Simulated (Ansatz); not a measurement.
# TiPbO3: input and output

input.yaml (Ansatz 0.2.0)

```yaml
crystal:
  lattice:
    - [3.88566524, 3.88566524, 0.0]
    - [3.88566524, -3.88566524, 0.0]
    - [0.0, 0.0, 4.01841732]
  atoms:
    - { symbol: Pb, position: [0.0, 0.0, 0.0] }
    - { symbol: Pb, position: [0.5, 0.5, 0.0] }
    - { symbol: Ti, position: [0.0, 0.5, 0.5284] }
    - { symbol: Ti, position: [0.5, 0.0, 0.5284] }
    - { symbol: O, position: [0.0, 0.5, 0.084] }
    - { symbol: O, position: [0.5, 0.0, 0.084] }
    - { symbol: O, position: [0.25, 0.25, 0.582] }
    - { symbol: O, position: [0.75, 0.75, 0.582] }
    - { symbol: O, position: [0.25, 0.75, 0.582] }
    - { symbol: O, position: [0.75, 0.25, 0.582] }
kpoints:
  mp_grid: { grid: [4, 4, 5], shift: [0.0, 0.0, 0.5] }
  band_path:
    path:
      - [0.0, 0.0, 0.0]
      - [0.5, -0.5, 0.0]
      - [1.0, 0.0, 0.0]
      - [0.0, 0.0, 0.0]
      - [0.0, 0.0, 0.5]
      - [0.5, -0.5, 0.5]
      - [1.0, 0.0, 0.5]
      - [0.0, 0.0, 0.5]
    npoints: 7
magnetization:
  spin_polarized: true
scf:
  occupations: { method: fermi_dirac }
  lower_state_search: "off"
  max_iter: 200
hamiltonian:
  pseudopotentials: { kind: paw }
  xc: pbe
  hubbard:
    projectors: all-electron-ortho-atomic
    sites: [{ species: Ti, l: d, u: 7.51, j: 0.45 }]
basis:
  ecutwfc: 420
  fft_grid_basis: typed
output:
  forces: true
  stress: true
  eigenvalues: true
  bader: true
  populations: true
  elf: true
  write_potential: true
  volumetric_format: npy
  dos:
    e_range: [-12, 8]
    de: 0.05
    projected: { site_lists: { O: [O], Pb: [Pb], Ti: [Ti] } }
checkpoint:
  read: saved_state
```

The run starts from an earlier solution of this cell. The state carries no moments; the state need not be the lowest.

Output (shortened):

```
SCF iter   1: F=—  Δρ=1.95e-3  dr2=1.29e-3  dr2_m=0.00e0  M=0.000 μB ∫|m|=0.000 μB
SCF iter   2: F=—  Δρ=1.39e-3  dr2=6.32e-4  dr2_m=0.00e0  M=0.000 μB ∫|m|=0.000 μB
SCF iter   3: F=—  Δρ=1.78e-4  dr2=8.40e-5  dr2_m=0.00e0  M=0.000 μB ∫|m|=0.000 μB
SCF iter   4: F=—  Δρ=2.58e-5  dr2=3.06e-6  dr2_m=0.00e0  M=0.000 μB ∫|m|=0.000 μB
SCF iter   5: F=—  Δρ=1.14e-5  dr2=6.51e-7  dr2_m=0.00e0  M=0.000 μB ∫|m|=0.000 μB
SCF iter   6: F=—  Δρ=6.85e-6  dr2=1.79e-7  dr2_m=0.00e0  M=0.000 μB ∫|m|=0.000 μB
SCF iter   7: F=-32212.8690 eV  Δρ=1.98e-6  dr2=2.14e-8  dr2_m=0.00e0  M=0.000 μB ∫|m|=0.000 μB
Magnetization: 0.0000 μB (44.0000 up, 44.0000 down)
Absolute magnetization: 0.0000 μB (∫|ρ↑−ρ↓|)
Spin contamination: 0.0000 ħ² per cell (⟨S²⟩ above its minimum at these occupations)
Per-site moments (μB) at R_I (Å): [(0.0, 1.0594), (0.0, 1.0594), (0.0, 0.7366), (0.0, 0.7366), (0.0, 0.7366), (0.0, 0.7366), (0.0, 0.8063), (0.0, 0.8063), (0.0, 0.8063), (0.0, 0.8063)]
Free energy (F): -32212.8690 eV
Harris-Foulkes:  -32212.8690 eV  (|F-HF|=2.99e-9)
Internal energy: -32212.8690 eV  (E = F + TS)
E sigma→0 (E₀):  -32212.8690 eV
Entropy (-TS):    0.0000 eV (-0.000 meV/atom)
Fermi energy:    12.6655 eV
--- Per-component energies (eV) ---
  E_band       = -302.2736
  E_kinetic    = 2178.6752
  E_local      = -5146.7501  (includes V_loc(G=0)·N_el)
  E_nonlocal   = 989.5645
  E_hartree    = 1977.6464
  E_xc         = -1088.8748
  E_vxc        = -1085.9318  (∫ρ·V_xc dr)
  E_hubbard    = 11.0697  (on-site DFT+U / exact-exchange correction)
  E_vhub       = 7.8095  (the Hubbard potential's part of the band-sum identity)
  E_paw        = -23840.1660  (= ΣΔE_a)
  E_vpaw       = -1200.9488  (= ΣTr[D̂ρ^β])
  E_aug_tail   = 0.0152  (compensation charges beyond the density's cutoff)
  E_ewald      = -7294.0492
  E_smearing   =  0.0000  (= −TS)
--- Forces (eV/Å), atoms counted from 1 ---
  atom   1  Pb     0.0000     0.0000     0.0152
  atom   2  Pb     0.0000     0.0000     0.0152
  atom   3  Ti     0.0000     0.0000     0.7741
  atom   4  Ti     0.0000     0.0000     0.7741
  atom   5  O      0.0000     0.0000    -1.3295
  atom   6  O      0.0000     0.0000    -1.3295
  atom   7  O      0.0000     0.0000     0.2701
  atom   8  O      0.0000     0.0000     0.2701
  atom   9  O      0.0000     0.0000     0.2701
  atom  10  O      0.0000     0.0000     0.2701
--- Stress (GPa, compression-positive) ---
       12.2805       0.0000       0.0000
        0.0000      12.2805       0.0000
        0.0000       0.0000      13.4115
  P = ⅓ Tr σ = 12.6575 GPa (126.575 kbar)
--- Löwdin populations: 10 sites ---
  site symbol       q [e]    m [muB]
     0     Pb     13.0847     0.0000
     1     Pb     13.0847     0.0000
     2     Ti     10.4265     0.0000
     3     Ti     10.4265     0.0000
     4      O      6.7400     0.0000
     5      O      6.7400     0.0000
     6      O      6.7834     0.0000
     7      O      6.7834     0.0000
     8      O      6.7834     0.0000
     9      O      6.7834     0.0000
  spilling = 0.0041 (of n_electrons = 88.0000)
--- Bader charges: 10 sites ---
  site symbol  charge [e]  shift [e]    m [muB]
     0     Pb      1.3656     0.0000     0.0000
     1     Pb      1.3656     0.0000     0.0000
     2     Ti      2.4531     0.0057     0.0000
     3     Ti      2.4531     0.0057     0.0000
     4      O     -1.2476     0.0030     0.0000
     5      O     -1.2476     0.0030     0.0000
     6      O     -1.2856     0.0013     0.0000
     7      O     -1.2856     0.0013     0.0000
     8      O     -1.2856     0.0013     0.0000
     9      O     -1.2856     0.0013     0.0000
```

Origin: a database entry at a rescaled volume. Caveats: the input typed no starting moments; atoms or cell far from equilibrium.
